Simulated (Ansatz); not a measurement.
# Converging the field response of a LiCl (001) film

Aim: a convergence study of the equivalent conductor thickness of a LiCl (001) film, with the cost of each setting.

Program: Ansatz 0.2.0. Level of theory: plane-wave DFT, PBE, Ansatz PAW, in the first sound run; inputs show where later runs differ. Results are calculated unless marked as measured.

## Step 1: Starting point

The cell holds 10 atoms: 5 Li and 5 Cl. Cell: a = 3.635 Å, b = 3.635 Å, c = 28.280 Å, α = 90.0°, β = 90.0°, γ = 90.0°. It derives from LiCl (rocksalt LiCl). Vacuum lies along c.

## Step 2: Single point, setting first choice

The first choice: the default cutoff of 420 eV, a 8×8×1 mesh, 18 Å of vacuum, 0.1 V/Å and a tight threshold. Each later run changes one input against this one; other functionals and files bring their own cutoffs.

File input.yaml:

```yaml
crystal:
  lattice:
    - [3.63452886, 0.0, 0.0]
    - [0.0, 3.63452886, 0.0]
    - [0.0, 0.0, 28.28]
  atoms:
    - { symbol: Li, position: [0.5, 0.5, 0.3182461103] }
    - { symbol: Cl, position: [0.0, 0.0, 0.3182461103] }
    - { symbol: Li, position: [0.0, 0.0, 0.4091230552] }
    - { symbol: Cl, position: [0.5, 0.5, 0.4091230552] }
    - { symbol: Li, position: [0.5, 0.5, 0.5] }
    - { symbol: Cl, position: [0.0, 0.0, 0.5] }
    - { symbol: Li, position: [0.0, 0.0, 0.5908769448] }
    - { symbol: Cl, position: [0.5, 0.5, 0.5908769448] }
    - { symbol: Li, position: [0.5, 0.5, 0.6817538897] }
    - { symbol: Cl, position: [0.0, 0.0, 0.6817538897] }
kpoints:
  mp_grid: { grid: [8, 8, 1] }
hamiltonian:
  xc: pbe
scf:
  occupations: { method: fixed }
  convergence: { dr2_threshold: 1.0e-10 }
efield:
  axis: 3
  dipole_correction: true
  ramp_position: 0.97
  ramp_width: 0.06
  amplitude: 0.1
output:
  write_potential: true
  write_density: true
  volumetric_format: npy
```

Run with:

```sh
> ansatz run input.yaml --threads 2 --pin off --max-ram 3072MiB --backend cpu --events-out ev --progress --plain --runs-dir out
```

Numbers of over 12 decimals in the logs are rounded to 6 here.

Output:

```text
Engine: ansatz 0.2.0, x86_64-unknown-linux-gnu
Pseudopotentials: kind: paw
Pseudopotential: Li, paw, valence charge 3, recommended cutoff 420 eV (normal), Li.paw.azcp
Pseudopotential: Cl, paw, valence charge 7, recommended cutoff 420 eV (normal), Cl.paw.azcp
Functional definition: PBE
  parameter kappa = 0.804
  parameter beta = 0.066725
  exchange = pbe_x(kappa = kappa, mu = beta*pi^2/3)
  correlation = pbe_c(beta = beta)
Crystal: 10 atoms, lattice volume = 373.573 Å³
Basis set: ecut = 420 eV, 7223 PW (Γ)
Bands: 35, of which v1, the nominal top of the filled ones, is band 25 counted from 1 (24 counted from 0)
Symmetry: 8 space group operations
k-points: 15 of 64
Non-local potential: Li, projectors of the file, l = 0: 3, l = 1: 2, l = 2: 1
Non-local potential: Cl, projectors of the file, l = 0: 2, l = 1: 2, l = 2: 2
PAW form: soft (Blöchl's): semilocal exchange-correlation on the pseudo side does not see the compensation charge
PAW one-centre angular grid: Li, 110 points (default); XC on 64 Gauss nodes
PAW one-centre angular grid: Cl, 110 points (default); XC on 64 Gauss nodes
Initial density: superposition of atomic densities (neutral atoms: chi_scale 0, normalization atom, screened)
Initial wavefunctions: pseudopotential atomic-orbital guess
Functional: x = pbe(κ = 0.804, μ = 0.219515), c = pbe(β = 0.066725)
SCF iter   1: F=—  HF=-6439.617751 eV  |F-HF|=—  |Δ(HF+E_count)|=         —  Δρ=1.68e-2  dr2=2.52e0  ethr=3.10e-3  p=0.096 e·Å  D=4.67e-2 V/Å  ΔV_dip=-1.32 eV  dr2_dipole=1.82e-3  V_vac-E_F(+/−)=10.65/9.38 eV  ⟨swp⟩=5.5  Hψ=2122  notcnv=0  defer=109
efield: sawtooth ramp at fractional position 0.9700 (set: `efield.ramp_position`, or a place that a band, a saddle search or an elastic batch's reference lends), width 0.0600; the density the first Hamiltonian is built on has a dipole p = 0.096 e·Å; the dipole correction subtracts the counter field D = 4.67e-2 V/Å, which shifts the + side's vacuum level by -1.32 eV against the − side's; the planar-averaged density in the ramp window peaks in size at 3.5e-7 e/Å³
preconditioner: auto → Resta (q_TF=auto, 1.951 Å⁻¹)  ε∞=1.9  [insulator: Δε(μ)=6.552 eV  Ē_g=13.126 eV  n_scr=52 (ndim 8)  ℏωp=12.2 eV  f_vac=0.483  ε∞_Penn≈1.9  vacuum switching on, ρ_ref=1.2e-2 e/Å³]
SCF iter   2: F=—  HF=-6438.888486 eV  |F-HF|=—  |Δ(HF+E_count)|=   7.29e-1  Δρ=6.80e-3  dr2=2.66e-1  ethr=3.10e-3  p=0.071 e·Å  D=3.45e-2 V/Å  ΔV_dip=-0.98 eV  dr2_dipole=2.77e-5  V_vac-E_F(+/−)=8.55/6.93 eV  ⟨swp⟩=2.7  Hψ=963  notcnv=0  defer=98  κ⁻¹=1.0e0(r=1)
SCF iter   3: F=—  HF=-6438.891609 eV  |F-HF|=—  |Δ(HF+E_count)|=   3.12e-3  Δρ=3.46e-3  dr2=4.41e-2  ethr=5.33e-4  p=0.067 e·Å  D=3.24e-2 V/Å  ΔV_dip=-0.92 eV  dr2_dipole=4.62e-6  V_vac-E_F(+/−)=7.72/6.04 eV  ⟨swp⟩=4.1  Hψ=847  notcnv=0  defer=118  κ⁻¹=2.5e-2(r=2)
SCF iter   4: F=—  HF=-6438.910065 eV  |F-HF|=—  |Δ(HF+E_count)|=   1.85e-2  Δρ=5.64e-4  dr2=8.82e-4  ethr=8.81e-5  p=0.064 e·Å  D=3.10e-2 V/Å  ΔV_dip=-0.88 eV  dr2_dipole=4.03e-7  V_vac-E_F(+/−)=7.30/5.58 eV  ⟨swp⟩=3.1  Hψ=770  notcnv=0  defer=120  κ⁻¹=1.6e-3(r=3)
SCF iter   5: F=—  HF=-6438.911122 eV  |F-HF|=—  |Δ(HF+E_count)|=   1.06e-3  Δρ=2.42e-4  dr2=1.25e-4  ethr=1.76e-6  p=0.064 e·Å  D=3.12e-2 V/Å  ΔV_dip=-0.88 eV  dr2_dipole=7.09e-8  V_vac-E_F(+/−)=7.27/5.56 eV  ⟨swp⟩=2.3  Hψ=866  notcnv=0  defer=120  κ⁻¹=1.1e-4(r=4)
SCF iter   6: F=—  HF=-6438.911300 eV  |F-HF|=—  |Δ(HF+E_count)|=   1.78e-4  Δρ=3.55e-5  dr2=2.51e-6  ethr=2.50e-7  p=0.065 e·Å  D=3.13e-2 V/Å  ΔV_dip=-0.89 eV  dr2_dipole=1.45e-10  V_vac-E_F(+/−)=7.28/5.57 eV  ⟨swp⟩=2.7  Hψ=808  notcnv=0  defer=120  κ⁻¹=4.3e-6(r=5)
SCF iter   7: F=—  HF=-6438.911178 eV  |F-HF|=—  |Δ(HF+E_count)|=   1.22e-4  Δρ=1.44e-5  dr2=4.18e-7  ethr=5.02e-9  p=0.065 e·Å  D=3.13e-2 V/Å  ΔV_dip=-0.89 eV  dr2_dipole=2.74e-10  V_vac-E_F(+/−)=7.28/5.57 eV  ⟨swp⟩=2.0  Hψ=765  notcnv=0  defer=117  κ⁻¹=3.5e-7(r=6)
SCF iter   8: F=—  HF=-6438.911179 eV  |F-HF|=—  |Δ(HF+E_count)|=   1.00e-6  Δρ=2.11e-6  dr2=1.25e-8  ethr=8.37e-10  p=0.065 e·Å  D=3.13e-2 V/Å  ΔV_dip=-0.89 eV  dr2_dipole=1.31e-11  V_vac-E_F(+/−)=7.28/5.57 eV  ⟨swp⟩=2.0  Hψ=770  notcnv=0  defer=118  κ⁻¹=1.1e-8(r=7)
SCF iter   9: F=—  HF=-6438.911179 eV  |F-HF|=—  |Δ(HF+E_count)|=   1.89e-8  Δρ=7.98e-7  dr2=1.63e-9  ethr=2.49e-11  p=0.065 e·Å  D=3.13e-2 V/Å  ΔV_dip=-0.89 eV  dr2_dipole=5.81e-14  V_vac-E_F(+/−)=7.28/5.57 eV  ⟨swp⟩=2.0  Hψ=702  notcnv=0  defer=118  κ⁻¹=1.2e-9(r=8)
SCF iter  10: F=-6438.911179 eV  HF=-6438.911179 eV  |F-HF|=8.09e-11  |Δ(HF+E_count)|=   2.42e-9  Δρ=1.41e-7  dr2=4.12e-11  ethr=1.00e-12  p=0.065 e·Å  D=3.13e-2 V/Å  ΔV_dip=-0.89 eV  dr2_dipole=7.62e-15  V_vac-E_F(+/−)=7.28/5.57 eV  ⟨swp⟩=22.2  Hψ=3448  notcnv=0
SCF 1 converged in 10 iterations: F = -6438.911179 eV  dr2 = 4.12e-11
  greatest PAW one-centre occupation: 1.000 electrons in one spin orbital (limit 2), on the Li atom at site 8 (counted from 0), in its partial waves of l = 0
WARN: The output density's exchange-correlation potential varies sharply where the density is thin. Do not read a vacuum level from v_tot or v_xc, or from such a field of the output density. On a cell that repeats whose density bears no net charge and no dipole along the vacuum's axis use v_es (v_loc + v_h of the components); under efield.dipole_correction with no amplitude use v_es + v_field, which holds any externa [...]
SCF converged after 10 iterations
Stability not checked: this state was not tested for a lower state beside it, because the mixer in use, unlike msr1, does not test its closes by its own steps (another_mixer; see scf.mixing.algorithm and scf.lower_state_search)
Free energy (F): -6438.911179 eV
Harris-Foulkes:  -6438.911179 eV  (|F-HF|=8.09e-11)
Internal energy: -6438.911179 eV  (E = F + TS)
E sigma→0 (E₀):  -6438.911179 eV
Fermi energy:    -2.744338 eV
Dipole field:    D = 0.031304 V/Å  (p = 0.064626 e·Å, saw-weighted, corrected)
Work function:   not extracted (applied field tilts the vacuum); planar V_es + V_field profile in the machine report
Levels:          The Fermi level and band energies are counted from a zero that moves with the ramp; work functions are not
--- Per-component energies (eV) ---
  E_band       = -738.176801
  E_kinetic    = 916.637562
  E_local      = -26236.979514  (includes V_loc(G=0)·N_el)
  E_nonlocal   = -23.886303
  E_hartree    = 12669.010991
  E_xc         = -592.385858
  E_vxc        = -683.292851  (∫ρ·V_xc dr)
  E_paw        = -3402.055619  (= ΣΔE_a)
  E_vpaw       = -48.673814  (= ΣTr[D̂ρ^β])
  E_aug_tail   = 0.000441  (compensation charges beyond the density's cutoff)
  E_efield     = -0.005451  (sawtooth field / dipole correction)
  E_vefield    = -0.004440  (∫n·V_field dr)
  E_ewald      = 10230.752573
  E_smearing   = -0.000000  (= −TS)
  E_closure    = -0.000000  (closes the sum)
  Σ components = -6438.911179   (vs F -6438.911179, Δ=0.00e0)
--- Band table (eV; the first three rows and the last of 15) ---
  k-point 0: bands = [... 21 lower, -3.0300, -2.8963, -2.7736, -2.7736, 2.3835, 2.9720, 3.4746, 4.1185, ... 6 higher]
  k-point 1: bands = [... 21 lower, -3.0040, -2.9455, -2.8249, -2.7612, 2.5710, 3.1738, 3.6717, 4.2861, ... 6 higher]
  k-point 2: bands = [... 21 lower, -3.0227, -2.9487, -2.9126, -2.7443, 3.0307, 3.6256, 4.1907, 4.5370, ... 6 higher]
  k-point 14: bands = [... 21 lower, -3.8014, -3.7232, -3.6431, -3.2952, 4.7196, 5.0790, 5.3560, 5.7310, ... 6 higher]
```

Elapsed: 6.1 s, on 2 threads of Intel Xeon 6975P-C (Granite Rapids), shared host; peak memory 0.6 GiB; 12 s of CPU time.

This step gave:

```
gap on the k-mesh                       : 5.128 eV
dipole along the normal                 : 0.06463 e·Å
equivalent conductor thickness p/(ε₀AE) : 8.853 Å
```

Running mean over 2.57 Å of the planar mean, with the applied field; the ramp of the sawtooth is left out. Table of electron's electrostatic potential energy less the highest filled level by z:

| z (Å) | electron's electrostatic potential energy less the highest filled level (eV) |
| --- | --- |
| 3.5 | 5.84 |
| 4.0 | 5.89 |
| 4.5 | 5.94 |
| 5.0 | 5.99 |
| 5.5 | 6.03 |
| 6.0 | 6.06 |
| 6.5 | 6.02 |
| 7.0 | 5.64 |
| 7.5 | 4.07 |
| 8.0 | 1.69 |
| 8.5 | 0.348 |
| 9.0 | 0.119 |
| 9.5 | 0.160 |
| 10.0 | 0.223 |
| 10.5 | 0.270 |
| 11.0 | 0.302 |
| 11.5 | 0.321 |
| 12.0 | 0.334 |
| 12.5 | 0.347 |
| 13.0 | 0.362 |
| 13.5 | 0.378 |
| 14.0 | 0.394 |
| 14.5 | 0.411 |
| 15.0 | 0.429 |
| 15.5 | 0.448 |
| 16.0 | 0.467 |
| 16.5 | 0.488 |
| 17.0 | 0.507 |
| 17.5 | 0.517 |
| 18.0 | 0.511 |
| 18.5 | 0.490 |
| 19.0 | 0.456 |
| 19.5 | 0.516 |
| 20.0 | 1.13 |
| 20.5 | 3.15 |
| 21.0 | 5.46 |
| 21.5 | 6.49 |
| 22.0 | 6.75 |
| 22.5 | 6.84 |
| 23.0 | 6.90 |
| 23.5 | 6.95 |
| 24.0 | 7.00 |
| 24.5 | 7.05 |
| 25.0 | 7.10 |

The dipole corresponds to a conductor 8.853 Å thick.

## Step 3: Run, box 28.3 Å

input.yaml: that of step 2 with these lines changed.

```diff
@@ -29,2 +29,4 @@
   amplitude: 0.1
+basis:
+  ecutwfc: "250 eV"
 output:
```

Output:

```text
Warning: basis.ecutwfc = 250 eV is below the records' recommended 420 eV, and the density's cutoff is lower with it unless basis.ecutrho_ratio is high enough to keep the records' density cutoff: compare with a run at a higher cutoff
[...]
Crystal: 10 atoms, lattice volume = 373.573 Å³
Basis set: ecut = 250 eV, 3397 PW (Γ)
[...]
k-point 0: bands = [... 21 lower, -3.0297, -2.8959, -2.7737, -2.7737, 2.3785, 2.9718, 3.4125, 4.1122, ... 6 higher]
  k-point 1: bands = [... 21 lower, -3.0033, -2.9449, -2.8240, -2.7609, 2.5660, 3.1736, 3.6082, 4.2859, ... 6 higher]
  k-point 2: bands = [... 21 lower, -3.0215, -2.9482, -2.9113, -2.7442, 3.0270, 3.6259, 4.1266, 4.5470, ... 6 higher]
  k-point 14: bands = [... 21 lower, -3.7987, -3.7222, -3.6405, -3.2924, 4.7398, 5.1014, 5.3867, 5.7426, ... 6 higher]
[key lines of the parts left out:]
SCF converged after 10 iterations
Free energy (F): -6438.443129 eV
Fermi energy:    -2.744205 eV
Dipole field:    D = 0.031293 V/Å  (p = 0.064605 e·Å, saw-weighted, corrected)
```

It took 3.1 s on 2 threads; peak memory 0.41 GiB.

The dipole corresponds to a conductor 8.850 Å thick, -0.03 % from the first choice, at 0.51 times its CPU time.

## Step 4: Run, box 28.3 Å (run 2)

input.yaml: that of step 3 with these lines changed.

```diff
@@ -30,3 +30,3 @@
 basis:
-  ecutwfc: "250 eV"
+  ecutwfc: "330 eV"
 output:
```

Output:

```text
[...]
Crystal: 10 atoms, lattice volume = 373.573 Å³
Basis set: ecut = 330 eV, 5083 PW (Γ)
Bands: 35, of which v1, the nominal top of the filled ones, is band 25 counted from 1 (24 counted from 0)
Symmetry: 8 space group operations
k-points: 15 of 64
[...]
k-point 0: bands = [... 21 lower, -3.0298, -2.8961, -2.7733, -2.7733, 2.3828, 2.9717, 3.4710, 4.1178, ... 6 higher]
  k-point 1: bands = [... 21 lower, -3.0038, -2.9453, -2.8247, -2.7610, 2.5702, 3.1734, 3.6680, 4.2853, ... 6 higher]
  k-point 2: bands = [... 21 lower, -3.0226, -2.9485, -2.9125, -2.7442, 3.0300, 3.6251, 4.1869, 4.5366, ... 6 higher]
  k-point 14: bands = [... 21 lower, -3.8005, -3.7236, -3.6427, -3.2949, 4.7193, 5.0787, 5.3569, 5.7308, ... 6 higher]
[key lines of the parts left out:]
SCF converged after 10 iterations
Free energy (F): -6438.894867 eV
Fermi energy:    -2.744217 eV
Dipole field:    D = 0.031306 V/Å  (p = 0.064631 e·Å, saw-weighted, corrected)
```

The job ended after 4.5 s (2 threads; peak memory 0.51 GiB; 8.7 s of CPU time).

The dipole corresponds to a conductor 8.853 Å thick, +0.01 % from the first choice, at 0.72 times its CPU time.

## Step 5: Single point, box 28.3 Å

input.yaml: that of step 4 with these lines changed.

```diff
@@ -30,3 +30,3 @@
 basis:
-  ecutwfc: "330 eV"
+  ecutwfc: "600 eV"
 output:
```

Output:

```text
[...]
Crystal: 10 atoms, lattice volume = 373.573 Å³
Basis set: ecut = 600 eV, 12433 PW (Γ)
Bands: 35, of which v1, the nominal top of the filled ones, is band 25 counted from 1 (24 counted from 0)
Symmetry: 8 space group operations
k-points: 15 of 64
[...]
k-point 0: bands = [... 21 lower, -3.0302, -2.8966, -2.7738, -2.7738, 2.3840, 2.9721, 3.4861, 4.1212, ... 6 higher]
  k-point 1: bands = [... 21 lower, -3.0042, -2.9458, -2.8252, -2.7614, 2.5715, 3.1740, 3.6838, 4.2877, ... 6 higher]
  k-point 2: bands = [... 21 lower, -3.0230, -2.9489, -2.9129, -2.7445, 3.0312, 3.6258, 4.2028, 4.5367, ... 6 higher]
  k-point 14: bands = [... 21 lower, -3.8015, -3.7238, -3.6430, -3.2951, 4.7193, 5.0786, 5.3559, 5.7307, ... 6 higher]
[key lines of the parts left out:]
SCF converged after 10 iterations
Free energy (F): -6438.911938 eV
Fermi energy:    -2.744546 eV
Dipole field:    D = 0.031304 V/Å  (p = 0.064627 e·Å, saw-weighted, corrected)
```

Wall time 10 s (2 threads); peak memory 0.86 GiB; 20 s of CPU time.

The dipole corresponds to a conductor 8.853 Å thick, +0.00 % from the first choice, at 1.7 times its CPU time.

## Step 6: Single point, box 28.3 Å (run 2)

input.yaml: that of step 5 with these lines changed.

```diff
@@ -17,3 +17,3 @@
 kpoints:
-  mp_grid: { grid: [8, 8, 1] }
+  mp_grid: { grid: [1, 1, 1] }
 hamiltonian:
@@ -29,4 +29,2 @@
   amplitude: 0.1
-basis:
-  ecutwfc: "600 eV"
 output:
```

Output:

```text
[...]
Crystal: 10 atoms, lattice volume = 373.573 Å³
Basis set: ecut = 420 eV, 7223 PW (Γ)
Bands: 35, of which v1, the nominal top of the filled ones, is band 25 counted from 1 (24 counted from 0)
Symmetry: 8 space group operations
k-points: 1
[...]
Internal energy: -6429.083532 eV  (E = F + TS)
E sigma→0 (E₀):  -6429.083532 eV
Fermi energy:    -2.585072 eV
Dipole field:    D = 0.032985 V/Å  (p = 0.068098 e·Å, saw-weighted, corrected)
Work function:   not extracted (applied field tilts the vacuum); planar V_es + V_field profile in the machine report
[...]
--- Band table (eV) ---
  k-point 0: bands = [... 21 lower, -2.8421, -2.8061, -2.5851, -2.5851, 2.4161, 2.9719, 3.6257, 4.1632, ... 6 higher]
[key lines of the parts left out:]
SCF converged after 10 iterations
Free energy (F): -6429.083532 eV
```

The job ended after 0.58 s (2 threads; peak memory 0.4 GiB; 0.98 s of CPU time).

The dipole corresponds to a conductor 9.328 Å thick, +5.37 % from the first choice, at 0.081 times its CPU time.

## Step 7: Run, box 28.3 Å (run 3)

input.yaml: that of step 6 with these lines changed.

```diff
@@ -17,3 +17,3 @@
 kpoints:
-  mp_grid: { grid: [1, 1, 1] }
+  mp_grid: { grid: [2, 2, 1] }
 hamiltonian:
```

Output:

```text
[...]
Crystal: 10 atoms, lattice volume = 373.573 Å³
Basis set: ecut = 420 eV, 7223 PW (Γ)
Bands: 35, of which v1, the nominal top of the filled ones, is band 25 counted from 1 (24 counted from 0)
Symmetry: 8 space group operations
k-points: 3 of 4
[...]
--- Band table (eV) ---
  k-point 0: bands = [... 21 lower, -2.9370, -2.8179, -2.6844, -2.6844, 2.3982, 2.9865, 3.4810, 4.1585, ... 6 higher]
  k-point 1: bands = [... 21 lower, -2.9653, -2.9165, -2.8284, -2.7045, 3.8823, 4.1660, 4.3085, 4.6379, ... 6 higher]
  k-point 2: bands = [... 21 lower, -3.7364, -3.6610, -3.5436, -3.2029, 4.7431, 5.0971, 5.3853, 5.7491, ... 6 higher]
[key lines of the parts left out:]
SCF converged after 10 iterations
Free energy (F): -6437.996245 eV
Fermi energy:    -2.684436 eV
Dipole field:    D = 0.031631 V/Å  (p = 0.065302 e·Å, saw-weighted, corrected)
```

It took 1 s on 2 threads; peak memory 0.54 GiB; 1.9 s of CPU time.

The dipole corresponds to a conductor 8.945 Å thick, +1.05 % from the first choice, at 0.16 times its CPU time.

## Step 8: Single point, box 28.3 Å (run 3)

input.yaml: that of step 7 with these lines changed.

```diff
@@ -17,3 +17,3 @@
 kpoints:
-  mp_grid: { grid: [2, 2, 1] }
+  mp_grid: { grid: [4, 4, 1] }
 hamiltonian:
```

Output:

```text
[...]
Crystal: 10 atoms, lattice volume = 373.573 Å³
Basis set: ecut = 420 eV, 7223 PW (Γ)
Bands: 35, of which v1, the nominal top of the filled ones, is band 25 counted from 1 (24 counted from 0)
Symmetry: 8 space group operations
k-points: 6 of 16
[...]
k-point 0: bands = [... 21 lower, -3.0272, -2.8940, -2.7709, -2.7709, 2.3840, 2.9726, 3.4747, 4.1198, ... 6 higher]
  k-point 1: bands = [... 21 lower, -3.0203, -2.9459, -2.9101, -2.7416, 3.0312, 3.6261, 4.1908, 4.5387, ... 6 higher]
  k-point 2: bands = [... 21 lower, -3.0506, -2.9950, -2.9063, -2.8076, 3.8544, 4.1194, 4.2843, 4.5898, ... 6 higher]
  k-point 5: bands = [... 21 lower, -3.7993, -3.7212, -3.6403, -3.2925, 4.7203, 5.0797, 5.3571, 5.7318, ... 6 higher]
[key lines of the parts left out:]
SCF converged after 10 iterations
Free energy (F): -6438.899451 eV
Fermi energy:    -2.741566 eV
Dipole field:    D = 0.031306 V/Å  (p = 0.064631 e·Å, saw-weighted, corrected)
```

The job ended after 2.5 s (2 threads; peak memory 0.52 GiB).

The dipole corresponds to a conductor 8.853 Å thick, +0.01 % from the first choice, at 0.38 times its CPU time.

## Step 9: Run, box 28.3 Å (run 4)

input.yaml: that of step 8 with these lines changed.

```diff
@@ -17,3 +17,3 @@
 kpoints:
-  mp_grid: { grid: [4, 4, 1] }
+  mp_grid: { grid: [16, 16, 1] }
 hamiltonian:
```

Output:

```text
[...]
Crystal: 10 atoms, lattice volume = 373.573 Å³
Basis set: ecut = 420 eV, 7223 PW (Γ)
Bands: 35, of which v1, the nominal top of the filled ones, is band 25 counted from 1 (24 counted from 0)
Symmetry: 8 space group operations
k-points: 45 of 256
[...]
k-point 0: bands = [... 21 lower, -3.0300, -2.8963, -2.7736, -2.7736, 2.3835, 2.9720, 3.4746, 4.1185, ... 6 higher]
  k-point 1: bands = [... 21 lower, -3.0231, -2.8627, -2.8225, -2.7702, 2.4330, 3.0262, 3.5254, 4.1650, ... 6 higher]
  k-point 2: bands = [... 21 lower, -3.0040, -2.9455, -2.8249, -2.7612, 2.5710, 3.1738, 3.6717, 4.2861, ... 6 higher]
  k-point 44: bands = [... 21 lower, -3.8014, -3.7232, -3.6431, -3.2952, 4.7196, 5.0790, 5.3560, 5.7310, ... 6 higher]
[key lines of the parts left out:]
SCF converged after 10 iterations
Free energy (F): -6438.911186 eV
Fermi energy:    -2.744343 eV
Dipole field:    D = 0.031303 V/Å  (p = 0.064626 e·Å, saw-weighted, corrected)
```

Wall time 19 s (2 threads); peak memory 0.94 GiB.

The dipole corresponds to a conductor 8.853 Å thick, -0.00 % from the first choice, at 3.1 times its CPU time.

(Continued in part 2 of 3.)

[Logs are printed without paths, hosts, clocks, repeated set-up lines and the standing remarks that a program may print on its own settings, such as how far it seeks lower states.]

[Hosts, paths, dates, database ids (printed as entryN), source tags and the programs' standing remarks are cut or masked in the printed files.]

[Maps of the electrostatic potential energy from Ansatz leave out the sawtooth potential of an applied field or a dipole correction, so their vacuum need not be flat; planar profiles and work functions include it.]
